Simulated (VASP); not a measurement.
# Al (Fm-3m) in VASP: further runs

Runs on Al. Level: LDA. Tasks: single point.

Program: VASP 6.6.1. These are calculated values, not measurements. Logs are shortened: lines on timing, memory, paths and dates and some standing lists are left out, and cuts for length are marked.

### Step 1. The undisturbed crystal

It takes space group Fm-3m (No. 225, cubic). The conventional cell has a = 4.050 Å, b = 4.050 Å, c = 4.050 Å, α = 90.00°, β = 90.00°, γ = 90.00°. Al (site symmetry m-3m) is surrounded by 12 Al at 2.86 Å.

### Step 2. Single point, LDA (grid = ENCUT=350 dk=0.9 cell=2x2x2 ISMEAR=1 SIGMA=0.1 LREAL=Auto EDIFF=1e-06)

Contents of INCAR:

```
ALGO = Fast
EDIFF = 1E-6
ENCUT = 350
ISIF = 2
ISMEAR = 1
LASPH = T
LCHARG = F
LREAL = Auto
LWAVE = F
NBANDS = 18
NELM = 120
PREC = Accurate
SIGMA = 0.1
```

Contents of KPOINTS:

```
k-points
0
Gamma
  2 2 2
```

Contents of POSCAR:

```
Al
1.0
    0.0000000000      4.0496100000      4.0496100000
    4.0496100000      0.0000000000      4.0496100000
    4.0496100000      4.0496100000      0.0000000000
Al
7
Direct
    0.0000000000      0.0000000000      0.5000000000
    0.0000000000      0.5000000000      0.0000000000
    0.0000000000      0.5000000000      0.5000000000
    0.5000000000      0.0000000000      0.0000000000
    0.5000000000      0.0000000000      0.5000000000
    0.5000000000      0.5000000000      0.0000000000
    0.5000000000      0.5000000000      0.5000000000
```

Potentials or basis: VASP PAW LDA potentials, release 64 (Al).

Command:

```console
cat potpaw_LDA.64/Al/POTCAR > POTCAR
mpirun -np 1 vasp_std > vasp.out
```

OUTCAR:

```text
EDIFF = 1E-6
   ENCUT = 350
   ISIF = 2
   ISMEAR = 1
   LASPH = T
   LREAL = Auto
   NELM = 120
   PREC = Accurate

 Found      3 irreducible k-points:

 Following reciprocal coordinates:
            Coordinates               Weight
  0.000000  0.000000  0.000000      1.000000
  0.500000  0.000000  0.000000      4.000000
  0.500000  0.500000  0.000000      3.000000
   k-points           NKPTS =      3   k-points in BZ     NKDIM =      3   number of bands    NBANDS=     18
   number of dos      NEDOS =    301   number of ions     NIONS =      7
   total plane-waves  NPLWV =  46656
   dimension x,y,z NGX =    36 NGY =   36 NGZ =   36
   dimension x,y,z NGXF=    72 NGYF=   72 NGZF=   72
   ions per type =               7
   NGX,Y,Z   is equivalent  to a cutoff of  10.45, 10.45, 10.45 a.u.
   NGXF,Y,Z  is equivalent  to a cutoff of  20.90, 20.90, 20.90 a.u.
 SYSTEM =  unknown system
   PREC   = accura    normal or accurate (medium, high low for compatibility)
   ISTART =      0    job   : 0-new  1-cont  2-samecut
   ICHARG =      2    charge: 1-file 2-atom 10-const
   ISPIN  =      1    spin polarized calculation?
   LNONCOLLINEAR =      F non collinear calculations
   LSORBIT =      F    spin-orbit coupling
   LASPH  =      T    aspherical Exc in radial PAW
   ENCUT  =  350.0 eV  25.72 Ry    5.07 a.u.   8.74  8.74  8.74*2*pi/ulx,y,z
   NELM   =    120;   NELMIN=  2; NELMDL= -5     # of ELM steps
   EDIFF  = 0.1E-05   stopping-criterion for ELM
   LREAL  =      T    real-space projection
   EDIFFG = 0.1E-04   stopping-criterion for IOM
   NSW    =      0    number of steps for IOM
[... 5 lines left out ...]
   TEBEG  =    0.0;   TEEND  =   0.0 temperature during run
   PSTRESS=    0.0 pullay stress
   NELECT =      21.0000    total number of electrons
   NUPDOWN=      -1.0000    fix difference up-down
   EMIN   =  10.00;   EMAX   =-10.00  energy-range for DOS
   EFERMI =   0.00;   METHOD = LEGACY
   ISMEAR =     1;   SIGMA  =   0.10  broadening in eV -4-tet -1-fermi 0-gaus
   EFERMI_NEDOS =   21; number of points for ismear=-14 and -15
   IALGO  =     68    algorithm
   IMIX   =      4    mixing-type and parameters
     AMIX     =   0.40;   BMIX     =  1.00
     AMIX_MAG =   1.60;   BMIX_MAG =  1.00
  volume/ion in A,a.u.               =      18.97       128.05
  Fermi-wavevector in a.u.,A,eV,Ry     =   0.885234  1.672850 10.662058  0.783639
  Thomas-Fermi vector in A             =   2.006240
   LORBIT       =      0    0 simple, 1 ext, 2 COOP (PROOUT), +10 PAW based schemes
   GGA     = CA    functional components
   LHFCALC =     F    Hartree Fock is set to
   AEXX    =    0.0000 exact exchange contribution
   IVDW    =     0    specifies the selected vdW correction
   LEPSILON=     F    determine dielectric tensor
   LRPA    =     F    only Hartree local field effects (RPA)
 non-spin polarized calculation
 RMM-DIIS sequential band-by-band and
 Methfessel and Paxton  Order N= 1 SIGMA  =   0.10
  energy-cutoff  :      350.00
  volume of cell :      132.82
 maximum number of plane-waves:      1989
 NGX is ok and might be reduce to    36
   NGX = 17   NGY = 17   NGZ = 17

 number of electron      21.0000000 magnetization

 Free energy of the ion-electron system (eV)
  ---------------------------------------------------
  ext. energy  EPLUGINS =         0.00000000
  ---------------------------------------------------
  free energy    TOTEN  =       -25.77585076 eV

  energy without entropy =      -25.76715377  energy(sigma->0) =      -25.77295176

 E-fermi :   6.4143     XC(G=0):  -9.7245

 val. band max:        6.3861580413   @ k =   0.5000   0.0000   0.0000
 cond. band min:       6.6016833919   @ k =   0.5000   0.0000   0.0000
 fundamental gap:      0.2155253506
 Fermi energy:         6.4142657349

 k-point     1 :       0.0000    0.0000    0.0000
  band No.  band energies     occupation
      1      -4.0909      2.00000
      2       1.9157      2.00000
      3       2.3382      2.00000
      4       2.3382      2.00000
      5       2.3382      2.00000
      6       2.3861      2.00000
[... 10 lines left out ...]
     17      12.2890      0.00000
     18      12.3031      0.00000

 k-point     2 :       0.5000    0.0000    0.0000
  band No.  band energies     occupation
      1      -2.7818      2.00000
      2      -2.0612      2.00000
      3       1.3650      2.00000
      4       1.5154      2.00000
      5       1.5154      2.00000
      6       2.4706      2.00000
[... 10 lines left out ...]
     17      10.5953      0.00000
     18      10.6636      0.00000

 k-point     3 :       0.5000    0.5000    0.0000
  band No.  band energies     occupation
      1      -2.0493      2.00000
      2      -1.9335      2.00000
      3      -0.0476      2.00000
      4       0.3292      2.00000
      5       0.3292      2.00000
      6       1.7729      2.00000
[... 10 lines left out ...]
     17       8.4649      0.00000
     18       9.3390      0.00000

------------------------ aborting loop because EDIFF is reached ----------------------------------------

  FORCE on cell =-STRESS in cart. coord.  units (eV):
  Direction    XX          YY          ZZ          XY          YZ          ZX
  --------------------------------------------------------------------------------------
  -------------------------------------------------------------------------------------
  Total       -2.6257952     -2.6257952     -2.6257952      0.0000000      0.0000000     -0.0000000
  in kB      -31.6739215    -31.6739215    -31.6739215      0.0000000      0.0000000     -0.0000000
  external PRESSURE =     -31.6739215 kB  Pullay stress =       0.0000000 kB

 VOLUME and BASIS-vectors are now :
 -----------------------------------------------------------------------------
  energy-cutoff  :      350.00
  volume of cell :      132.82
      direct lattice vectors                 reciprocal lattice vectors
     0.000000000  4.049610000  4.049610000    -0.123468680  0.123468680  0.123468680
     4.049610000  0.000000000  4.049610000     0.123468680 -0.123468680  0.123468680
     4.049610000  4.049610000  0.000000000     0.123468680  0.123468680 -0.123468680

 POSITION                                       TOTAL-FORCE (eV/Angst)
 -----------------------------------------------------------------------------------
      2.02481      2.02481      0.00000        -0.000000     -0.000000     -0.000000
      2.02481      0.00000      2.02481         0.000000      0.000000      0.000000
      4.04961      2.02481      2.02481         0.000000      0.000000      0.000000
      0.00000      2.02481      2.02481        -0.000000      0.000000      0.000000
      2.02481      4.04961      2.02481         0.000000     -0.000000      0.000000
      2.02481      2.02481      4.04961        -0.000000     -0.000000     -0.000000
      4.04961      4.04961      4.04961         0.000000      0.000000     -0.000000
 -----------------------------------------------------------------------------------
    total drift:                                0.000000     -0.000000     -0.000000

  FREE ENERGIE OF THE ION-ELECTRON SYSTEM (eV)
  ---------------------------------------------------
  free  energy   TOTEN  =       -25.7758507588 eV

  energy  without entropy=      -25.7671537730  energy(sigma->0) =      -25.77295176
```

OSZICAR:

```text
N       E                     dE             d eps       ncg     rms          rms(c)
DAV:   1     0.101411150139E+02    0.10141E+02   -0.57825E+03   108   0.662E+02
DAV:   2    -0.249566843560E+02   -0.35098E+02   -0.33324E+02   142   0.972E+01
DAV:   3    -0.260427072207E+02   -0.10860E+01   -0.10587E+01   150   0.152E+01
DAV:   4    -0.260555821151E+02   -0.12875E-01   -0.12800E-01   136   0.191E+00
DAV:   5    -0.260558058289E+02   -0.22371E-03   -0.22359E-03   150   0.249E-01    0.353E+00
RMM:   6    -0.258672334787E+02    0.18857E+00   -0.81395E-02   110   0.108E+00    0.204E+00
RMM:   7    -0.257756382598E+02    0.91595E-01   -0.16595E-01   118   0.157E+00    0.284E-01
RMM:   8    -0.257755707014E+02    0.67558E-04   -0.12816E-02   124   0.597E-01    0.977E-02
RMM:   9    -0.257757968629E+02   -0.22616E-03   -0.26707E-03   128   0.282E-01    0.120E-01
RMM:  10    -0.257758582756E+02   -0.61413E-04   -0.45897E-04   123   0.136E-01    0.327E-02
RMM:  11    -0.257758454494E+02    0.12826E-04   -0.23628E-04   125   0.771E-02    0.439E-03
RMM:  12    -0.257758499164E+02   -0.44670E-05   -0.48854E-05   131   0.428E-02    0.152E-02
RMM:  13    -0.257758507588E+02   -0.84235E-06   -0.81291E-06   117   0.185E-02
   1 F= -.25775851E+02 E0= -.25772952E+02  d E =-.869699E-02
```

Wall time 3.8 s (1 thread of Intel Xeon 6975P-C (Granite Rapids), shared host); peak memory 0.15 GiB.

These settings aren't checked as converged: the numbers below hold their error.

What came out:

| Item | Value |
| --- | --- |
| Free energy | -25.7759 eV |
| Pressure | -3.2 GPa |
| Band gap on the k mesh | none (metal or under the smearing width) |

Caveat: the k mesh is coarse (spacing up to 0.67 Å⁻¹), so the values aren't converged.

### Step 3. Single point, LDA (grid = ENCUT=350 dk=0.6 cell=2x2x2 ISMEAR=1 SIGMA=0.1 LREAL=Auto EDIFF=1e-06)

INCAR is that of step 2.

Contents of KPOINTS:

```
k-points
0
Gamma
  3 3 3
```

POSCAR is that of step 2.

Potentials or basis: VASP PAW LDA potentials, release 64 (Al).

Command:

```console
cat potpaw_LDA.64/Al/POTCAR > POTCAR
mpirun -np 1 vasp_std > vasp.out
```

It took 3.8 s on 1 thread of Intel Xeon 6975P-C (Granite Rapids), shared host; peak memory 0.15 GiB.

These settings aren't checked as converged: the numbers below hold their error.

Results:

```
Free energy            : -28.6789 eV
Pressure               : -5.4 GPa
Band gap on the k mesh : none (metal or under the smearing width)
```

Caveat: the k mesh is coarse (spacing up to 0.45 Å⁻¹), so the values aren't converged.

### Step 4. Single point, LDA (grid = ENCUT=250 dk=0.35 cell=2x2x2 ISMEAR=1 SIGMA=0.1 LREAL=Auto EDIFF=1e-06)

Edit INCAR of step 3 so:

```diff
@@ -2,3 +2,3 @@
 EDIFF = 1E-6
-ENCUT = 350
+ENCUT = 250
 ISIF = 2
```

Contents of KPOINTS:

```
k-points
0
Gamma
  4 4 4
```

POSCAR is that of step 3.

Command:

```console
cat potpaw_LDA.64/Al/POTCAR > POTCAR
mpirun -np 1 vasp_std > vasp.out
```

It took 5.9 s on 1 thread of Intel Xeon 6975P-C (Granite Rapids), shared host; peak memory 0.13 GiB.

The run converged, but some of its settings lie outside the range that counts as converged, so its numbers aren't taken as properties of the crystal.

Results:

```
Free energy            : -28.1541 eV
Band gap on the k mesh : none (metal or under the smearing width)
```

Caveat: the cutoff is under 1.25 times the usual one of these potentials, so pressure, stress and relaxed cells hold a basis-set (Pulay) error.

### Step 5. For comparison

An earlier run on the cell as given: functional PBE; potentials or basis VASP PAW PBE potentials, release 64 (Al); cutoff 520 eV; k mesh 11 × 11 × 11; occupations fermi-dirac, width 0.05 eV; no spin polarisation.

* Pressure: -0.5 GPa
* Band gap on the k mesh: none (metal or under the smearing width)
